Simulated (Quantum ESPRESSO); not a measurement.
# black phosphorene, 1 layer, stepped through strain along the second axis, part 3 of 6

Aim: how the results for black phosphorene, 1 layer change with strain along the second axis.

Quantum ESPRESSO 7.5; plane-wave DFT, PBE, GBRV ultrasoft pseudopotentials.

So far. Step 2 (Variable-cell relaxation of the reference):  The last row is no step: it is a fresh SCF in the final cell with a new plane-wave basis, -0 meV from the row before. Step 3 (Relaxing the ions, -4 %): The relaxation lowers the energy by 1 meV an atom.

## Step 5: Electrostatic potential, -4 %

plot_num = 11 writes the bare and Hartree potential, from which vacuum levels or, in a crystal, the mean potential are read.

The input, m0.pot.in:

```
&inputpp
  prefix = 'm0.scf'
  outdir = './out'
  filplot = 'm0.pot.dat'
  plot_num = 11
/
```

The run is started by

```
$ OMP_NUM_THREADS=1 mpirun -n 4 pp.x -in m0.pot.in > m0.pot.out
```

Log:

```text
[banner, memory and clock lines left out]
Program POST-PROC v.7.5 starts

          URL

     ./out/m0.scf.save/

     IMPORTANT: XC functional enforced from input :
     Exchange-correlation= PBE
                           (   1   4   3   4   0   0   0)
     Any further DFT definition will be discarded
     Please, verify this is what you really want

     negative rho (up, down):  2.705E-04 0.000E+00

     Calling punch_plot, plot_num =  11
     Writing data to file  m0.pot.dat
     Message from routine chdens:
     namelist plot not found or invalid, exiting
```

It took 1.6 s on 4 MPI ranks of Intel Xeon at 2.70GHz, shared host; peak memory 0.1 GiB.

Read from the output:

- slope of the potential above: 5.08e-5 eV/Å
- upper vacuum line continued to the top atoms, over the valence top: 5.046 eV
- slope of the potential below: -3.83e-5 eV/Å
- lower vacuum line continued to the bottom atoms, over the valence top: 5.046 eV
- vacuum level at the upper face over the valence top of the mesh: 5.046 eV
- vacuum level at the lower face over the valence top of the mesh: 5.046 eV

Electrostatic potential energy of an electron; zero at the highest filled level of the SCF mesh. The potential energy, planar mean by z:

| z (Å) | potential energy, planar mean (eV) |
| --- | --- |
| 0.0 | 5.05 |
| 0.5 | 5.05 |
| 1.0 | 5.05 |
| 1.5 | 5.05 |
| 2.0 | 5.05 |
| 2.5 | 5.05 |
| 3.0 | 5.05 |
| 3.5 | 5.05 |
| 4.0 | 5.04 |
| 4.5 | 5.04 |
| 5.0 | 5.02 |
| 5.5 | 4.92 |
| 6.0 | 4.48 |
| 6.5 | 2.48 |
| 7.0 | -5.48 |
| 7.5 | -16.7 |
| 8.0 | -9.75 |
| 8.5 | -0.638 |
| 9.0 | -3.83 |
| 9.5 | -15.7 |
| 10.0 | -12.3 |
| 10.5 | -0.0924 |
| 11.0 | 3.87 |
| 11.5 | 4.79 |
| 12.0 | 4.99 |
| 12.5 | 5.03 |
| 13.0 | 5.04 |
| 13.5 | 5.05 |
| 14.0 | 5.05 |
| 14.5 | 5.05 |
| 15.0 | 5.05 |
| 15.5 | 5.05 |
| 16.0 | 5.05 |
| 16.5 | 5.05 |
| 17.0 | 5.05 |

## Step 6: Band structure, -4 %

Bands along a path place the edges.

The input, m0.bands.in:

```
&control
  prefix = 'm0.bands'
  outdir = './out'
  pseudo_dir = './pseudo'
  calculation = 'bands'
/
&system
  ibrav = 0
  nat = 4
  ntyp = 1
  ecutwfc = 40
  ecutrho = 200
  occupations = 'smearing'
  smearing = 'fd'
  degauss = 0.002
  nbnd = 16
/
&electrons
  conv_thr = 1e-07
  mixing_beta = 0.4
  electron_maxstep = 120
  mixing_mode = 'plain'
/
ATOMIC_SPECIES
  P   30.9738  p_pbe_v1.5.uspp.F.UPF
CELL_PARAMETERS angstrom
  4.62062627700000 0.00000000000000 0.00000000000000
  0.00000000000000 3.16937588448000 0.00000000000000
  0.00000000000000 0.00000000000000 17.24000000000000
ATOMIC_POSITIONS crystal
  P   0.086582993400 0.000000000000 0.438573809400
  P   0.413544578100 0.500000000000 0.438575226300
  P   0.586455421900 0.500000000000 0.561424773700
  P   0.913417006600 0.000000000000 0.561426190600
K_POINTS crystal_b
5
  0.0000000000 0.0000000000 0.0000000000 12
  0.5000000000 0.0000000000 0.0000000000 12
  0.5000000000 0.5000000000 0.0000000000 12
  0.0000000000 0.5000000000 0.0000000000 12
  0.0000000000 0.0000000000 0.0000000000 1
```

The run is started by

```
$ cp -r out/m0.scf.save out/m0.bands.save
$ cp out/m0.scf.xml out/m0.bands.xml
$ OMP_NUM_THREADS=1 mpirun -n 4 pw.x -nk 4 -in m0.bands.in > m0.bands.out
```

Log:

```text
[banner, memory and clock lines left out]
Program PWSCF v.7.5 starts

          URL

     Atomic positions and unit cell read from directory:
     ./out/m0.bands.save/

     Message from routine setup:
     using ibrav=0 with symmetry is DISCOURAGED, use correct ibrav instead

     G-vector sticks info

     bravais-lattice index     =            0
     lattice parameter (alat)  =       8.7317  a.u.
     unit-cell volume          =    1703.7601 (a.u.)^3
     number of atoms/cell      =            4
     number of atomic types    =            1
     number of electrons       =        20.00
     number of Kohn-Sham states=           16
     kinetic-energy cutoff     =      40.0000  Ry
     charge density cutoff     =     200.0000  Ry
     Exchange-correlation=  SLA  PW   PBX  PBC
                           (   1   4   3   4   0   0   0)

     celldm(1)=   8.731718  celldm(2)=   0.000000  celldm(3)=   0.000000
     celldm(4)=   0.000000  celldm(5)=   0.000000  celldm(6)=   0.000000

     crystal axes: (cart. coord. in units of alat)
               a(1) = (   1.000000   0.000000   0.000000 )
               a(2) = (   0.000000   0.685919   0.000000 )
               a(3) = (   0.000000   0.000000   3.731096 )

     reciprocal axes: (cart. coord. in units 2 pi/alat)
               b(1) = (  1.000000  0.000000  0.000000 )
               b(2) = (  0.000000  1.457898  0.000000 )
               b(3) = (  0.000000  0.000000  0.268018 )

     PseudoPot. # 1 for P  read from file:
     ./pseudo/p_pbe_v1.5.uspp.F.UPF
     Pseudo is Ultrasoft + core correction, Zval =  5.0
     Generated by new atomic code, or converted to UPF format
     Using radial grid of  903 points,  6 beta functions with:
                l(1) =   0
                l(2) =   0
                l(3) =   1
                l(4) =   1
                l(5) =   2
                l(6) =   2
     Q(r) pseudized with  8 coefficients,  rinner =    1.300   1.300   1.300
                                                       1.300   1.300

     atomic species   valence    mass     pseudopotential
     P                 5.00    30.97380     P ( 1.00)

      4 Sym. Ops., with inversion, found

   Cartesian axes

     site n.     atom                  positions (alat units)
         1        P      tau(   1) = (   0.0865830   0.0000000   1.6363610  )
         2        P      tau(   2) = (   0.4135446   0.3429596   1.6363663  )
         3        P      tau(   3) = (   0.5864554   0.3429596   2.0947297  )
         4        P      tau(   4) = (   0.9134170   0.0000000   2.0947350  )

     number of k points=    49  Fermi-Dirac smearing, width (Ry)=  0.0020
                       cart. coord. in units 2pi/alat
        k(    1) = (   0.0000000   0.0000000   0.0000000), wk =   0.0408163
        k(    2) = (   0.0416667   0.0000000   0.0000000), wk =   0.0408163
        k(    3) = (   0.0833333   0.0000000   0.0000000), wk =   0.0408163
        k(    4) = (   0.1250000   0.0000000   0.0000000), wk =   0.0408163
        k(    5) = (   0.1666667   0.0000000   0.0000000), wk =   0.0408163
        k(    6) = (   0.2083333   0.0000000   0.0000000), wk =   0.0408163
        k(    7) = (   0.2500000   0.0000000   0.0000000), wk =   0.0408163
        k(    8) = (   0.2916667   0.0000000   0.0000000), wk =   0.0408163
        k(    9) = (   0.3333333   0.0000000   0.0000000), wk =   0.0408163
        k(   10) = (   0.3750000   0.0000000   0.0000000), wk =   0.0408163
        k(   11) = (   0.4166667   0.0000000   0.0000000), wk =   0.0408163
        k(   12) = (   0.4583333   0.0000000   0.0000000), wk =   0.0408163
        k(   13) = (   0.5000000   0.0000000   0.0000000), wk =   0.0408163
        k(   14) = (   0.5000000   0.0607457   0.0000000), wk =   0.0408163
        k(   15) = (   0.5000000   0.1214915   0.0000000), wk =   0.0408163
        k(   16) = (   0.5000000   0.1822372   0.0000000), wk =   0.0408163
        k(   17) = (   0.5000000   0.2429830   0.0000000), wk =   0.0408163
        k(   18) = (   0.5000000   0.3037287   0.0000000), wk =   0.0408163
        k(   19) = (   0.5000000   0.3644745   0.0000000), wk =   0.0408163
        k(   20) = (   0.5000000   0.4252202   0.0000000), wk =   0.0408163
        k(   21) = (   0.5000000   0.4859659   0.0000000), wk =   0.0408163
        k(   22) = (   0.5000000   0.5467117   0.0000000), wk =   0.0408163
        k(   23) = (   0.5000000   0.6074574   0.0000000), wk =   0.0408163
        k(   24) = (   0.5000000   0.6682032   0.0000000), wk =   0.0408163
        k(   25) = (   0.5000000   0.7289489   0.0000000), wk =   0.0408163
        k(   26) = (   0.4583333   0.7289489   0.0000000), wk =   0.0408163
        k(   27) = (   0.4166667   0.7289489   0.0000000), wk =   0.0408163
        k(   28) = (   0.3750000   0.7289489   0.0000000), wk =   0.0408163
        k(   29) = (   0.3333333   0.7289489   0.0000000), wk =   0.0408163
        k(   30) = (   0.2916667   0.7289489   0.0000000), wk =   0.0408163
        k(   31) = (   0.2500000   0.7289489   0.0000000), wk =   0.0408163
        k(   32) = (   0.2083333   0.7289489   0.0000000), wk =   0.0408163
        k(   33) = (   0.1666667   0.7289489   0.0000000), wk =   0.0408163
        k(   34) = (   0.1250000   0.7289489   0.0000000), wk =   0.0408163
        k(   35) = (   0.0833333   0.7289489   0.0000000), wk =   0.0408163
        k(   36) = (   0.0416667   0.7289489   0.0000000), wk =   0.0408163
        k(   37) = (   0.0000000   0.7289489   0.0000000), wk =   0.0408163
        k(   38) = (   0.0000000   0.6682032   0.0000000), wk =   0.0408163
        k(   39) = (   0.0000000   0.6074574   0.0000000), wk =   0.0408163
        k(   40) = (   0.0000000   0.5467117   0.0000000), wk =   0.0408163
        k(   41) = (   0.0000000   0.4859659   0.0000000), wk =   0.0408163
        k(   42) = (   0.0000000   0.4252202   0.0000000), wk =   0.0408163
        k(   43) = (   0.0000000   0.3644745   0.0000000), wk =   0.0408163
        k(   44) = (   0.0000000   0.3037287   0.0000000), wk =   0.0408163
        k(   45) = (   0.0000000   0.2429830   0.0000000), wk =   0.0408163
        k(   46) = (   0.0000000   0.1822372   0.0000000), wk =   0.0408163
        k(   47) = (   0.0000000   0.1214915   0.0000000), wk =   0.0408163
        k(   48) = (   0.0000000   0.0607457   0.0000000), wk =   0.0408163
        k(   49) = (   0.0000000   0.0000000   0.0000000), wk =   0.0408163

     Dense  grid:    81415 G-vectors     FFT dimensions: (  40,  27, 150)

     Smooth grid:    58149 G-vectors     FFT dimensions: (  36,  25, 135)

     The potential is recalculated from file :
     ./out/m0.bands.save/charge-density

     negative rho (up, down):  2.705E-04 0.000E+00
[...]
-15.6582 -15.3383 -10.1639  -9.7853  -4.7154  -4.2661  -3.5087  -3.3007
    -2.9745  -2.3323   1.2619   1.2926   1.9477   2.3133   2.6060   2.8931

          k = 0.5000 0.0000 0.0000 (  7246 PWs)   bands (ev):

   -15.5014 -15.4998  -9.9863  -9.9860  -4.4987  -4.4968  -3.4053  -3.4042
    -2.6298  -2.6283   1.2967   1.2969   2.1391   2.1397   2.7375   2.7376

          k = 0.5000 0.0607 0.0000 (  7276 PWs)   bands (ev):

   -15.4792 -15.4775  -9.9723  -9.9720  -4.4831  -4.4812  -3.6678  -3.6668
    -2.5504  -2.5490   1.4686   1.4688   2.1527   2.1535   2.6688   2.6690

          k = 0.5000 0.1215 0.0000 (  7272 PWs)   bands (ev):

   -15.4127 -15.4110  -9.9318  -9.9315  -4.4372  -4.4354  -4.2318  -4.2308
    -2.4735  -2.4720   1.8352   1.8353   2.1419   2.1428   2.6351   2.6353

          k = 0.5000 0.1822 0.0000 (  7280 PWs)   bands (ev):

   -15.3022 -15.3006  -9.8701  -9.8699  -4.8995  -4.8985  -4.3652  -4.3634
    -2.4806  -2.4791   1.8896   1.8900   2.1178   2.1181   3.0649   3.0662

          k = 0.5000 0.2430 0.0000 (  7258 PWs)   bands (ev):

   -15.1487 -15.1470  -9.7984  -9.7983  -5.5811  -5.5802  -4.2764  -4.2747
    -2.5689  -2.5675   1.6383   1.6384   2.2109   2.2110   3.7126   3.7144

          k = 0.5000 0.3037 0.0000 (  7276 PWs)   bands (ev):

   -14.9533 -14.9516  -9.7384  -9.7384  -6.2164  -6.2157  -4.1915  -4.1900
    -2.7212  -2.7201   1.4373   1.4374   2.2649   2.2653   4.1860   4.1880

          k = 0.5000 0.3645 0.0000 (  7298 PWs)   bands (ev):

   -14.7180 -14.7163  -9.7297  -9.7294  -6.7448  -6.7443  -4.1576  -4.1565
    -2.8888  -2.8883   1.3365   1.3369   2.2575   2.2583   4.3357   4.3368

          k = 0.5000 0.4252 0.0000 (  7282 PWs)   bands (ev):

   -14.4462 -14.4445  -9.8279  -9.8273  -7.0971  -7.0969  -4.2555  -4.2551
    -2.9795  -2.9792   1.3364   1.3367   2.1602   2.1615   4.3081   4.3084

          k = 0.5000 0.4860 0.0000 (  7324 PWs)   bands (ev):

   -14.1436 -14.1419 -10.0696 -10.0687  -7.2267  -7.2266  -4.5240  -4.5238
    -2.9381  -2.9370   1.3950   1.3952   1.9982   1.9993   4.2975   4.2987

          k = 0.5000 0.5467 0.0000 (  7320 PWs)   bands (ev):

   -13.8211 -13.8192 -10.4231 -10.4220  -7.1540  -7.1536  -4.9049  -4.9044
    -2.8099  -2.8085   1.3786   1.3802   1.9298   1.9301   4.3054   4.3071

          k = 0.5000 0.6075 0.0000 (  7316 PWs)   bands (ev):

   -13.5014 -13.4995 -10.8084 -10.8073  -6.9403  -6.9398  -5.3286  -5.3280
    -2.6619  -2.6603   1.2096   1.2120   2.0698   2.0707   4.1823   4.1845

          k = 0.5000 0.6682 0.0000 (  7296 PWs)   bands (ev):

   -13.2361 -13.2342 -11.1285 -11.1274  -6.6475  -6.6470  -5.7428  -5.7421
    -2.5464  -2.5448   1.0451   1.0477   2.2692   2.2702   3.9303   3.9328

          k = 0.5000 0.7289 0.0000 (  7324 PWs)   bands (ev):

   -13.1242 -13.1222 -11.2610 -11.2600  -6.4271  -6.4267  -6.0030  -6.0021
    -2.5026  -2.5010   0.9812   0.9838   2.3677   2.3686   3.8014   3.8039

          k = 0.4583 0.7289 0.0000 (  7322 PWs)   bands (ev):

   -13.1323 -13.1303 -11.2520 -11.2509  -6.4554  -6.4551  -5.9521  -5.9513
    -2.5079  -2.5064   0.9805   0.9831   2.2681   2.2689   3.8294   3.8318

          k = 0.4167 0.7289 0.0000 (  7330 PWs)   bands (ev):

   -13.1553 -13.1534 -11.2260 -11.2251  -6.5123  -6.5121  -5.8281  -5.8273
    -2.5239  -2.5224   0.9673   0.9699   2.0382   2.0387   3.8332   3.8351

          k = 0.3750 0.7289 0.0000 (  7332 PWs)   bands (ev):

   -13.1906 -13.1888 -11.1867 -11.1858  -6.5649  -6.5646  -5.6658  -5.6650
    -2.5499  -2.5485   0.9024   0.9047   1.8040   1.8041   3.7024   3.7037

          k = 0.3333 0.7289 0.0000 (  7324 PWs)   bands (ev):

   -13.2343 -13.2325 -11.1385 -11.1377  -6.5994  -6.5991  -5.4817  -5.4808
    -2.5860  -2.5847   0.7336   0.7354   1.6671   1.6674   3.4363   3.4371

          k = 0.2917 0.7289 0.0000 (  7320 PWs)   bands (ev):

   -13.2823 -13.2806 -11.0866 -11.0859  -6.6119  -6.6116  -5.2846  -5.2837
    -2.6333  -2.6321   0.4764   0.4779   1.6335   1.6342   3.0991   3.0996

          k = 0.2500 0.7289 0.0000 (  7304 PWs)   bands (ev):

   -13.3309 -13.3293 -11.0352 -11.0347  -6.6025  -6.6022  -5.0808  -5.0797
    -2.6951  -2.6941   0.2014   0.2027   1.6345   1.6353   2.7546   2.7549

          k = 0.2083 0.7289 0.0000 (  7286 PWs)   bands (ev):

   -13.3768 -13.3753 -10.9881 -10.9877  -6.5747  -6.5743  -4.8754  -4.8743
    -2.7764  -2.7755  -0.0388  -0.0374   1.5915   1.5920   2.4717   2.4720

          k = 0.1667 0.7289 0.0000 (  7282 PWs)   bands (ev):

   -13.4176 -13.4161 -10.9477 -10.9473  -6.5342  -6.5337  -4.6736  -4.6722
    -2.8819  -2.8812  -0.2135  -0.2120   1.4339   1.4339   2.3198   2.3202

          k = 0.1250 0.7289 0.0000 (  7294 PWs)   bands (ev):

   -13.4511 -13.4496 -10.9155 -10.9152  -6.4887  -6.4883  -4.4805  -4.4790
    -3.0109  -3.0104  -0.3090  -0.3072   1.1819   1.1824   2.2836   2.2840

          k = 0.0833 0.7289 0.0000 (  7262 PWs)   bands (ev):

   -13.4760 -13.4746 -10.8923 -10.8920  -6.4472  -6.4468  -4.3052  -4.3035
    -3.1515  -3.1512  -0.3302  -0.3280   0.9199   0.9208   2.2930   2.2934

          k = 0.0417 0.7289 0.0000 (  7258 PWs)   bands (ev):

   -13.4914 -13.4900 -10.8783 -10.8781  -6.4181  -6.4177  -4.1680  -4.1661
    -3.2742  -3.2741  -0.3054  -0.3026   0.7166   0.7180   2.3083   2.3086

          k = 0.0000 0.7289 0.0000 (  7260 PWs)   bands (ev):

   -13.4966 -13.4951 -10.8737 -10.8734  -6.4077  -6.4072  -4.1116  -4.1095
    -3.3270  -3.3270  -0.2859  -0.2829   0.6367   0.6384   2.3146   2.3150

          k = 0.0000 0.6682 0.0000 (  7262 PWs)   bands (ev):

   -13.9600 -13.0128 -11.3916 -10.3174  -6.6059  -6.2532  -4.2305  -4.0926
    -3.4814  -3.0804  -0.2049  -0.1855   0.2468   1.0714   1.8860   2.7650

          k = 0.0000 0.6075 0.0000 (  7272 PWs)   bands (ev):

   -14.3971 -12.5230 -11.8692  -9.7269  -6.8004  -6.1873  -4.4302  -4.1690
    -3.5112  -2.7827  -0.0810   0.0508   0.0571   1.4970   1.5318   3.2209

          k = 0.0000 0.5467 0.0000 (  7272 PWs)   bands (ev):

   -14.8018 -12.3046 -12.0440  -9.1075  -6.9488  -6.2247  -4.6752  -4.3063
    -3.4232  -2.4706  -0.3193   0.3580   0.4544   1.2005   2.0051   3.6627

          k = 0.0000 0.4860 0.0000 (  7286 PWs)   bands (ev):

   -15.1703 -12.6967 -11.6007  -8.4688  -7.0122  -6.3425  -4.9355  -4.4630
    -3.2754  -2.1747  -0.4309   0.4543   0.9691   1.2303   2.4840   4.0631

          k = 0.0000 0.4252 0.0000 (  7302 PWs)   bands (ev):

   -15.4997 -13.0443 -11.2231  -7.8289  -6.9539  -6.5030  -5.1904  -4.5979
    -3.1465  -1.9191  -0.3747   0.2562   1.5645   1.6510   2.9734   4.2017

          k = 0.0000 0.3645 0.0000 (  7286 PWs)   bands (ev):

   -15.7881 -13.3469 -10.9374  -7.2232  -6.7469  -6.6757  -5.4264  -4.6627
    -3.0880  -1.7184  -0.1334   0.0127   2.1914   2.2138   3.4880   3.8833

          k = 0.0000 0.3037 0.0000 (  7300 PWs)   bands (ev):

   -16.0341 -13.6037 -10.7509  -6.8409  -6.7189  -6.3881  -5.6350  -4.5871
    -3.0998  -1.5763  -0.2099   0.2659   2.7528   2.8830   3.6338   3.6596

          k = 0.0000 0.2430 0.0000 (  7280 PWs)   bands (ev):

   -16.2366 -13.8144 -10.6481  -6.9863  -6.3954  -5.9051  -5.8107  -4.2986
    -3.1521  -1.4869  -0.3978   0.7684   3.1587   3.4349   3.4579   3.4606

          k = 0.0000 0.1822 0.0000 (  7252 PWs)   bands (ev):

   -16.3948 -13.9786 -10.6017  -7.1049  -6.2519  -5.9502  -5.3494  -3.8193
    -3.2159  -1.4400  -0.5464   1.3142   2.4847   3.1174   3.2591   3.3573

          k = 0.0000 0.1215 0.0000 (  7240 PWs)   bands (ev):

   -16.5082 -14.0961 -10.5862  -7.1921  -6.2089  -6.0511  -4.7954  -3.2756
    -3.2719  -1.4255  -0.6535   1.6446   1.8368   2.7398   3.0132   3.1328

          k = 0.0000 0.0607 0.0000 (  7254 PWs)   bands (ev):

   -16.5764 -14.1666 -10.5835  -7.2453  -6.2023  -6.1122  -4.3551  -3.3091
    -2.8260  -1.4324  -0.7181   1.0482   2.2048   2.2428   2.9443   3.0564

          k = 0.0000 0.0000 0.0000 (  7241 PWs)   bands (ev):

   -16.5992 -14.1901 -10.5837  -7.2632  -6.2028  -6.1326  -4.1795  -3.3220
    -2.6447  -1.4404  -0.7397   0.8262   1.9918   2.4037   2.9207   3.0306

     XML data file, pseudopotentials, collected wavefunctions

                                        0.00s GPU  (    1049 calls)
```

It took 41 s on 4 MPI ranks; peak memory 0.36 GiB.

Read from the output:

```
valence top, on the run's zero : -1.426 eV
gap by band count              : 0.6858 eV
```

Band numbers count within the set of bands kept for display. The electronic bands at the labelled points (eV, zero at the highest filled level of the SCF mesh; v1 is the highest filled band, c1 the lowest empty one):

| point | v4 | v3 | v2 | v1 | c1 | c2 | c3 | c4 |
| --- | --- | --- | --- | --- | --- | --- | --- | --- |
| Γ | -2.75 | -1.89 | -1.22 | -0.01 | 0.69 | 2.25 | 3.42 | 3.83 |
| halfway | -2.53 | -1.50 | -1.42 | -0.83 | 1.98 | 2.49 | 2.91 | 3.74 |
| X | -1.98 | -1.98 | -1.20 | -1.20 | 2.72 | 2.72 | 3.57 | 3.57 |
| halfway | -2.73 | -2.73 | -1.46 | -1.46 | 2.76 | 2.76 | 3.69 | 3.69 |
| S | -4.57 | -4.57 | -1.07 | -1.07 | 2.41 | 2.41 | 3.80 | 3.80 |
| halfway | -3.65 | -3.65 | -1.27 | -1.27 | 1.63 | 1.63 | 3.06 | 3.06 |
| Y | -2.68 | -2.68 | -1.90 | -1.90 | 1.14 | 1.15 | 2.06 | 2.07 |
| halfway | -4.00 | -3.23 | -1.66 | -0.29 | 1.29 | 1.44 | 3.62 | 3.64 |
| Γ | -2.75 | -1.89 | -1.22 | -0.01 | 0.69 | 2.25 | 3.42 | 3.83 |

Along this path the valence top lies near Γ and the conduction bottom at Γ.

(Continued in part 4 of 6.)

[Logs are printed without paths, hosts, clocks, repeated set-up lines and the standing remarks that a program may print on its own settings, such as how far it seeks lower states.]

[Hosts, paths, dates, database ids (printed as entryN), source tags and the programs' standing remarks are cut or masked in the printed files.]

[Maps of the electrostatic potential energy from Ansatz leave out the sawtooth potential of an applied field or a dipole correction, so their vacuum need not be flat; planar profiles and work functions include it.]
